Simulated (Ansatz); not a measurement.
# Ti2NF2 MXene monolayer in a perpendicular field, part 2 of 2

Wanted: the out-of-plane response of the Ti2NF2 MXene monolayer. A positive field points along +c.

Ansatz 0.2.0; plane-wave DFT, PBE-D3(BJ), Ansatz PAW (set soft_1); PAW set soft_1.

So far. Step 2 (Relaxation): The lattice constant a goes from 3.029 to 3.026 Å.

## 3. Atoms held, field 0

A sawtooth potential applies the field, turning back in the middle of the vacuum. With the dipole correction the typed value is the field outside the slab. The induced dipole is small, so the SCF threshold is tight.

The cell differs from the one that the last finished run ended in (c 39.772 → 22.668 Å).

The input, input.yaml:

```yaml
crystal:
  lattice:
    - [3.0260935675, 0.0, 0.0]
    - [-1.5130467838, 2.6206739037, 0.0]
    - [0.0, 0.0, 22.6679196488]
  atoms:
    - { symbol: F, position: [0.3333333333, 0.6666666667, 0.3970368759] }
    - { symbol: Ti, position: [0.6666666667, 0.3333333333, 0.4524231362] }
    - { symbol: "N", position: [0.0, 0.0, 0.5] }
    - { symbol: Ti, position: [0.3333333333, 0.6666666667, 0.5475768638] }
    - { symbol: F, position: [0.6666666667, 0.3333333333, 0.6029631241] }
kpoints:
  mp_grid: { grid: [18, 18, 1] }
  band_path:
    path: [[0, 0, 0], [0.5, 0, 0], [0.33333333, 0.33333333, 0], [0, 0, 0]]
    npoints: 16
hamiltonian:
  xc: pbe
  dispersion: d3bj
  pseudopotentials: { kind: paw, azcp: { folder: soft_1 } }
scf:
  occupations: { method: fermi_dirac, width: 0.02585 }
  convergence: { dr2_threshold: 1.0e-10 }
efield:
  axis: 3
  dipole_correction: true
  ramp_position: 0.97
  ramp_width: 0.06
  amplitude: 0
output:
  dos: { projected: true, e_range: [-6, 5] }
  write_potential: true
  write_density: true
  volumetric_format: npy
  elf: true
```

Command:

```console
ansatz run input.yaml --threads 2 --pin off --max-ram 3072MiB --backend cpu --events-out ev --progress --plain --runs-dir out
```

Numbers of over 12 decimals in the logs are rounded to 6 here.

The log of the run:

```text
[...]
Crystal: 5 atoms, lattice volume = 179.766 Å³
Basis set: ecut = 420 eV, 3459 PW (Γ)
Bands: 27, of which v1, the nominal top of the filled ones, is band 22 counted from 1 (21 counted from 0)
Symmetry: 6 space group operations
k-points: 37 of 324 (time reversal used)
[...]
SCF iter   1: F=—  HF=-7012.315935 eV  |F-HF|=—  |Δ(HF+E_count)|=         —  Δρ=8.20e-2  dr2=1.65e1  ethr=3.10e-3  p=0.000 e·Å  D=2.55e-14 V/Å  ΔV_dip=-0.00 eV  dr2_dipole=4.17e-9  V_vac-E_F(+/−)=7.43/7.43 eV  ⟨swp⟩=9.3  Hψ=5571  notcnv=0
efield: sawtooth ramp at fractional position 0.9700 (set: `efield.ramp_position`, or a place that a band, a saddle search or an elastic batch's reference lends), width 0.0600; the density the first Hamiltonian is built on has a dipole p = 0.000 e·Å; the dipole correction subtracts the counter field D = 2.55e-14 V/Å, which shifts the + side's vacuum level by -0.00 eV against the − side's; the planar-averaged density in the ramp window peaks in size at 3.0e-6 e/Å³
[...]
SCF iter   2: F=—  HF=-7009.825655 eV  |F-HF|=—  |Δ(HF+E_count)|=    2.49e0  Δρ=7.57e-2  dr2=8.66e0  ethr=3.10e-3  p=0.000 e·Å  D=2.55e-5 V/Å  ΔV_dip=-0.00 eV  dr2_dipole=1.69e-7  V_vac-E_F(+/−)=2.66/2.66 eV  ⟨swp⟩=4.0  Hψ=2981  notcnv=0  defer=25
[...]
SCF iter  12: F=-7008.033091 eV  HF=-7008.033091 eV  |F-HF|=1.82e-11  |Δ(HF+E_count)|=  4.00e-11  Δρ=5.04e-8  dr2=3.95e-12  ethr=1.00e-12  p=0.000 e·Å  D=3.65e-9 V/Å  ΔV_dip=-0.00 eV  dr2_dipole=4.90e-16  V_vac-E_F(+/−)=4.43/4.43 eV  ⟨swp⟩=3.0  Hψ=2105  notcnv=0
SCF 1 converged in 12 iterations: F = -7008.033091 eV  dr2 = 3.95e-12
[...]
NSCF: frozen V_eff on 49 k-points
efield: sawtooth ramp at fractional position 0.9700 (kept from the solve that this one continues, or follows in the run), width 0.0600; the density the first Hamiltonian is built on has a dipole p = 0.000 e·Å; the dipole correction subtracts the counter field D = 3.65e-9 V/Å, which shifts the + side's vacuum level by -0.00 eV against the − side's; the planar-averaged density in the ramp window peaks in size at 3.9e-6 e/Å³
WARN: The output density's exchange-correlation potential varies sharply where the density is thin. Do not read a vacuum level from v_tot or v_xc, or from such a field of the output density. On a cell that repeats whose density bears no net charge and no dipole along the vacuum's axis use v_es (v_loc + v_h of the components); under efield.dipole_correction with no amplitude use v_es + v_field, which holds any externa [...]
SCF converged after 12 iterations
Free energy (F): -7008.033091 eV
[...]
Internal energy: -7008.027518 eV  (E = F + TS)
E sigma→0 (E₀):  -7008.030304 eV
Entropy (-TS):   -0.005573 eV (-1.115 meV/atom)
Fermi energy:    0.707188 eV
Dipole field:    D = -0.000000 V/Å  (p = -0.000000 e·Å, saw-weighted, corrected)
Work function:   Φ+ = 4.4284 eV   Φ− = 4.4284 eV
Levels:          The Fermi level and band energies are counted from a zero that moves with the ramp; work functions are not
[...]
--- Band table (eV; the first three rows and the last of 37) ---
  k-point 0: bands = [... 18 lower, -4.2042, -4.2042, 0.0593, 0.0593, 0.6932, 2.0017, 2.0017, 2.0635, ... 1 higher]
  k-point 1: bands = [... 18 lower, -4.3010, -4.2322, -0.0020, 0.1128, 0.6962, 1.9227, 1.9964, 2.0676, ... 1 higher]
  k-point 2: bands = [... 18 lower, -4.5350, -4.3059, -0.1813, 0.2666, 0.7274, 1.8339, 2.0157, 2.0372, ... 1 higher]
  k-point 36: bands = [... 18 lower, -5.4782, -4.7800, 0.6172, 0.7828, 0.7828, 2.4074, 2.4074, 2.4318, ... 1 higher]
```

It took 19 s on 2 threads of Arm Neoverse V1, shared host; peak memory 0.5 GiB.

The column dr2 measures how far the density is from self-consistency, as an energy; F and HF (Harris–Foulkes) agree once it is small.

Numbers from this step:

| Property | Result |
| --- | --- |
| energy at zero smearing | -7008.0303 eV |
| work function, upper face | 4.428 eV |
| dipole along the normal | -2.76e-8 e·Å |

Running mean over a fixed 2.7 Å (it still follows the layers) of the planar mean; the ramp of the sawtooth is left out. Electron's electrostatic potential energy less the Fermi level against z:

```csv
z (Å),electron's electrostatic potential energy less the Fermi level (eV)
3.0,4.43
3.5,4.43
4.0,4.43
4.5,4.43
5.0,4.43
5.5,4.43
6.0,4.42
6.5,4.41
7.0,4.26
7.5,3.16
8.0,1.02
8.5,-1.53
9.0,-4.92
9.5,-8.13
10.0,-10.4
10.5,-11.5
11.0,-12.4
11.5,-12.7
12.0,-11.8
12.5,-10.9
13.0,-9.05
13.5,-6.07
14.0,-2.62
14.5,0.237
15.0,2.49
15.5,4.06
16.0,4.39
16.5,4.42
17.0,4.43
17.5,4.43
18.0,4.43
18.5,4.43
19.0,4.43
19.5,4.43
```

The density of states has structure finer than the step of the table below, so its rows give means over 0.25 eV, whole bins alone (the curve runs from -6 to 1.06 eV). Peaks (eV: height): -5.480: 18.2, -5.370: 16.7, -0.950: 2.80, 0.010: 3.05.

The density of states by energy, zero at the Fermi level; means over each step:

```csv
energy (eV),density of states (states/eV a cell)
-5.75,2.88
-5.50,7.81
-5.25,6.32
-5.00,0.931
-4.75,0
-4.50,0
-4.25,0
-4.00,0
-3.75,0
-3.50,0
-3.25,0
-3.00,0
-2.75,0
-2.50,0.00347
-2.25,0.786
-2.00,0.987
-1.75,1.08
-1.50,1.23
-1.25,1.73
-1.00,1.33
-0.75,0.700
-0.50,2.02
-0.25,1.47
0.00,1.83
0.25,1.68
0.50,1.64
0.75,1.67
```

Projected DOS per atom over height of the atomic layer and energy from the Fermi level. Layers: F Ti N Ti F from below.

Values in states/eV, 22 rows by 5 columns, each cell a mean:
```
0.03 0.90 0.07 0.90 0.03
0.04 0.75 0.06 0.75 0.04
0.04 0.75 0.05 0.75 0.04
0.04 0.81 0.05 0.81 0.04
0.04 0.84 0.03 0.84 0.04
0.02 0.54 0.03 0.54 0.02
0.04 0.54 0.04 0.54 0.04
0.06 0.69 0.05 0.69 0.06
0.04 0.51 0.03 0.51 0.04
0.03 0.45 0.02 0.45 0.03
0.02 0.27 0.00 0.27 0.02
0.00 0.00 0.00 0.00 0.00
0.00 0.00 0.00 0.00 0.00
0.00 0.00 0.00 0.00 0.00
0.00 0.00 0.00 0.00 0.00
0.00 0.00 0.00 0.00 0.00
0.00 0.00 0.00 0.00 0.00
0.00 0.00 0.00 0.00 0.00
0.05 0.04 0.21 0.04 0.05
0.63 0.49 2.47 0.49 0.63
0.48 0.80 3.93 0.80 0.48
0.35 0.39 1.73 0.39 0.35
```
Columns: height of the atomic layer (Å) from 9 to 13.7 (not evenly spaced); rows upwards: energy from the Fermi level (eV) from -5.96 to 1.06.

Electronic bands along the path, in eV, zero at the Fermi level:

```csv
point,band 18,band 19,band 20,band 21,band 22,band 23,band 24,band 25
Γ,-5.30,-4.91,-4.91,-0.65,-0.65,-0.01,1.29,1.29
halfway,-5.80,-5.30,-5.23,-1.61,0.25,0.33,1.25,1.32
M,-6.22,-5.36,-5.28,-2.37,1.23,1.33,1.61,1.83
halfway,-6.17,-5.82,-5.44,-1.55,0.72,0.96,1.46,1.87
K,-6.19,-6.19,-5.49,-0.09,0.08,0.08,1.70,1.70
halfway,-5.81,-5.54,-5.36,-1.12,-0.66,1.06,1.32,1.43
Γ,-5.30,-4.91,-4.91,-0.65,-0.65,-0.01,1.29,1.29
```

ELF in the ca plane at fractional y = 0.333, with atoms of Ti and F within 0.2 Å of it. It is the smooth field of the valence electrons, not physical close to the nuclei.

Ten even steps from '0' (0.00) to '9' (0.80), each cell a mean:
```
00000000000000000001112563243102698731000000
00000000000000000000017987322116999962000000
00000000000000000000028879412127969973000000
00000000000000000000016887222115999962000000
00000000000000000012211442243111588631000000
00000000000000000135651113663221122100000000
00000000000000000146762126873232000000000000
00000000000000000125641113663111133200000000
```
Columns run along c (16.0 Å, from fractional 0.07 to 0.78 of the cell), rows up along a (3.0 Å). Atoms in or near the plane, at fractional coordinates: Ti at (0.45, 0.67), F at (0.60, 0.67).

Valence density in the ca plane at fractional y = 0.333, with atoms of Ti and F within 0.2 Å of it. It is the smooth field of the valence electrons, not physical close to the nuclei.

Ten steps, logarithmic in the rise over the least value, from '0' (0 e/Å³) to '9' (12 e/Å³), each cell a mean:
```
00000000000000000000113554322222344200000000
00000000000000000000026887422123687410000000
00000000000000000000027998521124799520000000
00000000000000000000125887422123687410000000
00000000000000000001123454322222343200000000
00000000000000000001222222333332111000000000
00000000000000000012332123343443110000000000
00000000000000000001222223333332211000000000
```
Columns run along c (16.0 Å, from fractional 0.07 to 0.78 of the cell), rows up along a (3.0 Å). Atoms in or near the plane, at fractional coordinates: Ti at (0.45, 0.67), F at (0.60, 0.67).

Electrostatic potential energy in the ca plane at fractional y = 0.333, with atoms of Ti and F within 0.2 Å of it. With pseudopotentials it is smooth inside the atoms' cores, unlike the true potential.

Ten even steps from '0' (-40 eV) to '9' (5 eV), each cell a mean:
```
99999999999999999999985224788878868999999999
99999999999999999999861000488888201799999999
99999999999999999999860000378887100599999999
99999999999999999999872001488888302899999999
99999999999999999999986335788777878999999999
99999999999999999999988778887656889999999999
99999999999999999999988888876546789999999999
99999999999999999999988777887667899999999999
```
Columns run along c (16.0 Å, from fractional 0.07 to 0.78 of the cell; values clipped at the 3rd and 97th percentile), rows up along a (3.0 Å). Atoms in or near the plane, at fractional coordinates: Ti at (0.45, 0.67), F at (0.60, 0.67).

The work function of the upper face is 4.43 eV.

## 4. Single point, field 0.1 V/Å

input.yaml: that of step 3 with these lines changed.

```diff
@@ -26,7 +26,6 @@
   dipole_correction: true
-  ramp_position: 0.97
-  ramp_width: 0.06
-  amplitude: 0
+  ramp_position: 0.9237
+  ramp_width: 0.1526
+  amplitude: 0.1
 output:
-  dos: { projected: true, e_range: [-6, 5] }
   write_potential: true
@@ -34,2 +33 @@
   volumetric_format: npy
-  elf: true
```

The log of the run:

```text
[...]
Crystal: 5 atoms, lattice volume = 179.766 Å³
Basis set: ecut = 420 eV, 3459 PW (Γ)
Bands: 27, of which v1, the nominal top of the filled ones, is band 22 counted from 1 (21 counted from 0)
Symmetry: 6 space group operations
k-points: 37 of 324 (time reversal used)
[...]
k-point 0: bands = [... 18 lower, -4.2042, -4.2042, 0.0591, 0.0591, 0.6931, 2.0016, 2.0016, 2.0630, ... 1 higher]
  k-point 1: bands = [... 18 lower, -4.3010, -4.2322, -0.0021, 0.1127, 0.6961, 1.9225, 1.9963, 2.0673, ... 1 higher]
  k-point 2: bands = [... 18 lower, -4.5346, -4.3059, -0.1815, 0.2664, 0.7273, 1.8337, 2.0156, 2.0369, ... 1 higher]
  k-point 36: bands = [... 18 lower, -5.4757, -4.7801, 0.6171, 0.7819, 0.7834, 2.4065, 2.4080, 2.4317, ... 1 higher]
[key lines of the parts left out:]
SCF converged after 12 iterations
Free energy (F): -7008.034171 eV
Fermi energy:    0.707044 eV
Dipole field:    D = 0.021741 V/Å  (p = 0.021599 e·Å, saw-weighted, corrected)
```

The job ended after 19 s (2 threads; peak memory 0.47 GiB).

The dipole is 0.0216 e·Å.

## 5. Atoms held, field -0.1 V/Å

input.yaml: that of step 4 with these lines changed.

```diff
@@ -28,3 +28,3 @@
   ramp_width: 0.1526
-  amplitude: 0.1
+  amplitude: -0.1
 output:
```

The log of the run:

```text
[...]
Crystal: 5 atoms, lattice volume = 179.766 Å³
Basis set: ecut = 420 eV, 3459 PW (Γ)
Bands: 27, of which v1, the nominal top of the filled ones, is band 22 counted from 1 (21 counted from 0)
Symmetry: 6 space group operations
k-points: 37 of 324 (time reversal used)
[...]
k-point 0: bands = [... 18 lower, -4.2042, -4.2042, 0.0591, 0.0591, 0.6931, 2.0016, 2.0016, 2.0630, ... 1 higher]
  k-point 1: bands = [... 18 lower, -4.3010, -4.2322, -0.0021, 0.1127, 0.6961, 1.9225, 1.9963, 2.0673, ... 1 higher]
  k-point 2: bands = [... 18 lower, -4.5346, -4.3059, -0.1815, 0.2664, 0.7273, 1.8337, 2.0156, 2.0369, ... 1 higher]
  k-point 36: bands = [... 18 lower, -5.4757, -4.7801, 0.6171, 0.7819, 0.7834, 2.4065, 2.4080, 2.4317, ... 1 higher]
[key lines of the parts left out:]
SCF converged after 12 iterations
Free energy (F): -7008.034171 eV
Fermi energy:    0.707044 eV
Dipole field:    D = -0.021741 V/Å  (p = -0.021599 e·Å, saw-weighted, corrected)
```

The job ended after 19 s (2 threads; peak memory 0.47 GiB; 37 s of CPU time).

The dipole is -0.0216 e·Å.

## 6. Response, atoms held

This step: plane-wave DFT, PBE-D3(BJ), Ansatz PAW (set soft_1); response to a field along the normal, atoms held; PAW set soft_1 (Ansatz 0.2.0).

The dipoles give the slope, and the difference of two potentials shows where the field is screened.

This step gave:

| Quantity | Value |
| --- | --- |
| equivalent conductor thickness p/(ε₀AE) | 4.928 Å |
| distance between the outer atoms | 4.668 Å |

Dipole of the cell against applied field:

```csv
applied field (V/Å),dipole of the cell (e·Å)
-0.1000,-0.0216
0.0000,-2.8e-8
0.1000,0.0216
```

Local field over the applied field, running mean. From the potentials at -0.1 and 0.1 V/Å; running mean over 2.5 Å. The local field over applied field by z:

```csv
z (Å),local field over applied field
4.5,1.000
5.0,1.000
5.5,0.999
6.0,0.996
6.5,0.986
7.0,0.951
7.5,0.866
8.0,0.742
8.5,0.599
9.0,0.451
9.5,0.299
10.0,0.183
10.5,0.104
11.0,0.0568
11.5,0.0474
12.0,0.0856
12.5,0.153
13.0,0.255
13.5,0.399
14.0,0.551
14.5,0.695
15.0,0.828
15.5,0.928
16.0,0.978
16.5,0.994
17.0,0.999
17.5,1.000
18.0,1.000
18.5,1.000
```

The induced electron density oscillates, so the rows of the table below give means over windows of 0.5 Å about each position, cut where the curve ends. Its maxima inside the range that stand out by 2 % of the span (Å: e/Å³ per V/Å): 8.36: 0.00337, 9.07: 0.00185, 10.20: 0.00205, 13.03: -1.1e-4, 13.74: -0.00143. Its minima: 8.93: 0.00143, 9.63: 1.1e-4, 12.47: -0.00205, 13.60: -0.00185, 14.31: -0.00337.

Electrons, planar mean, per unit field. Induced electron density against z; means over each step:

```csv
z (Å),induced electron density (e/Å³ per V/Å)
4.5,2.0e-7
5.0,7.6e-7
5.5,3.2e-6
6.0,1.3e-5
6.5,5.4e-5
7.0,2.1e-4
7.5,7.4e-4
8.0,0.00211
8.5,0.00293
9.0,0.00165
9.5,5.1e-4
10.0,0.00135
10.5,0.00127
11.0,4.4e-4
11.5,-2.1e-4
12.0,-9.1e-4
12.5,-0.00170
13.0,-4.2e-4
13.5,-0.00142
14.0,-0.00240
14.5,-0.00270
15.0,-0.00108
15.5,-3.3e-4
16.0,-8.5e-5
16.5,-2.1e-5
17.0,-5.1e-6
17.5,-1.2e-6
18.0,-3.1e-7
```

By hand: between -0.1 and 0.1 V/Å the dipole changes by 0.04320 e·Å, a slope of 0.2160 e·Å²/V. A perfect conductor of thickness t has p = ε₀AEt, so t = 180.95 × 0.2160 / 7.930 = 4.93 Å (e/ε₀ = 180.95 V·Å, A in Å²).

The induced dipole is that of a conductor 4.93 Å thick.

## 7. Summary of results

```json
{"gap without field": "none", "work function, upper face": "4.43 eV", "equivalent conductor thickness, atoms held": "4.93 Å"}
```

**Reading.** The induced dipole equals that of a perfect conductor 4.93 Å thick, while the outer atoms lie 4.67 Å apart. There is no gap over 0.03 eV, with or without the field. The first relaxation ran with spin and lost its moment, and the later runs have none; other magnetic states were not tried. The MXene's terminations sit over the metal atoms of its far layer; the site over carbon or nitrogen, which some compounds prefer, was not run.

[Logs are printed without paths, hosts, clocks, repeated set-up lines and the standing remarks that a program may print on its own settings, such as how far it seeks lower states.]

[Hosts, paths, dates, database ids (printed as entryN), source tags and the programs' standing remarks are cut or masked in the printed files.]

[Maps of the electrostatic potential energy from Ansatz leave out the sawtooth potential of an applied field or a dipole correction, so their vacuum need not be flat; planar profiles and work functions include it.]

[The density of states shown here was stored with 400 of the rows of the run's finer table, so its peaks can read low, often by over a quarter, or be missed, and its means over a window can be off by a tenth or more.]
